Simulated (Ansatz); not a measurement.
GaAs: a run of Ansatz with trial settings.

```yaml
crystal:
  lattice:
    - [0.0, 2.8750910496, 2.8750910496]
    - [2.8750910496, 0.0, 2.8750910496]
    - [2.8750910496, 2.8750910496, 0.0]
  atoms:
    - { symbol: Ga, position: [0.0, 0.0, 0.0] }
    - { symbol: As, position: [0.25, 0.25, 0.25] }
basis:
  ecutwfc: 420
kpoints:
  mp_grid: { kspacing: 1.4 }
  band_path: { path: [[0, 0, 0], [0.5, 0, 0], [0.5, 0.5, 0.5]], npoints: 4 }
hamiltonian:
  xc: pbe
  dispersion: d3bj
scf:
  occupations: { method: gaussian }
  n_extra_bands: 3
  mixing: { algorithm: broyden, preconditioner: local_kerker }
  initial_density: { chi_scale: 0, normalization: atom }
  max_iter: 85
output:
  forces: true
  stress: true
  eigenvalues: true
magnetization:
  spin_polarized: true
```

Command:

```bash
ansatz run input.yaml --threads 1 --pin off --max-ram 1331MiB --backend cpu --events-out ev --progress --plain --runs-dir out
```

Output, shortened (HF is the Harris–Foulkes energy, dr2 the density residual in eV):

```text
scf.n_extra_bands = 3 over 14 filled bands (N_el = 28.0): the run solves 17 bands
Pseudopotential: Ga, paw, valence charge 13, recommended cutoff 420 eV (normal)
Pseudopotential: As, paw, valence charge 15, recommended cutoff 420 eV (normal)
Crystal: 2 atoms, lattice volume = 47.532 Å³
Basis set: ecut = 420 eV, 941 PW (Γ), exchange–correlation on 60×60×60 points (8 copies of the dense FFT grid, shifted against one another)
Bands: 17, of which v1, the nominal top of the filled ones, is band 14 counted from 1 (13 counted from 0)
Symmetry: 24 space group operations
Space group: F-43m (ITA 216), of the structure as read, at distance tolerance 3.6e-5 Å
k-points: 3 of 8
Initial density: superposition of atomic densities
spin=Collinear: local-Kerker preconditioning applied to the charge; magnetization (m = ρ↑ − ρ↓) channel mixes plain (no charge-response kernel on spin).
SCF iter   1: HF=-8638.464178 eV  Δρ=2.50e-2 (↑2.50e-2 ↓2.50e-2) dr2=1.51e0  dr2_m=0.00e0  M=0.000 μB ∫|m|=0.000 μB
SCF iter   2: HF=-8635.621988 eV  Δρ=3.44e-2 (↑3.32e-2 ↓3.44e-2) dr2=3.49e-2  dr2_m=4.87e-1  M=2.605 μB ∫|m|=2.639 μB
SCF iter   3: HF=-8637.704702 eV  Δρ=2.90e-2 (↑2.33e-2 ↓2.90e-2) dr2=4.33e-1  dr2_m=2.21e-1  M=0.749 μB ∫|m|=0.797 μB
SCF iter   4: HF=-8637.937502 eV  Δρ=2.49e-2 (↑2.00e-2 ↓2.49e-2) dr2=3.91e-1  dr2_m=1.49e-1  M=0.351 μB ∫|m|=0.383 μB  κ⁻¹=1.0e0(r=1)
   ...
SCF iter  11: HF=-8638.136290 eV  Δρ=4.80e-5 (↑4.80e-5 ↓4.80e-5) dr2=2.90e-6  dr2_m=0.00e0  M=0.000 μB ∫|m|=0.000 μB  κ⁻¹=1.1e-2(r=2)
SCF iter  12: HF=-8638.136290 eV  Δρ=2.06e-5 (↑2.06e-5 ↓2.06e-5) dr2=5.43e-7  dr2_m=0.00e0  M=0.000 μB ∫|m|=0.000 μB  κ⁻¹=7.1e-4(r=3)
SCF iter  13: F=-8638.136291 eV  HF=-8638.136291 eV  Δρ=7.04e-6 (↑7.04e-6 ↓7.04e-6) dr2=4.53e-8  dr2_m=0.00e0  M=0.000 μB ∫|m|=0.000 μB
SCF 1 converged in 13 iterations: F = -8638.136291 eV  dr2 = 4.53e-8
this state was not tested for a lower state beside it, because the mixer in use, unlike msr1, does not test its closes by its own steps (another_mixer; see scf.mixing.algorithm and scf.lower_state_search)
SCF converged after 13 iterations
Magnetization: 0.0000 μB (14.0000 up, 14.0000 down)
Absolute magnetization: 0.0000 μB (∫|ρ↑−ρ↓|)
Per-site moments (μB) at R_I (Å): [(0.0, 1.0270), (0.0, 1.0270)]
Free energy (F): -8638.136291 eV
E sigma→0 (E₀):  -8638.126366 eV
Entropy (-TS):   -0.019851 eV (-9.925 meV/atom)
Fermi energy:    7.904102 eV
--- Forces (eV/Å), atoms counted from 1 ---
  atom   1  Ga     0.00000000    -0.00000000    -0.00000000
  atom   2  As    -0.00000000     0.00000000    -0.00000000
--- Stress (GPa, compression-positive) ---
        5.598980       0.000000      -0.000000
        0.000000       5.598980       0.000000
       -0.000000       0.000000       5.598980
  P = ⅓ Tr σ = 5.5990 GPa (55.990 kbar)
```

These settings were drawn at random to show what each does; none of the numbers is a converged property of the crystal.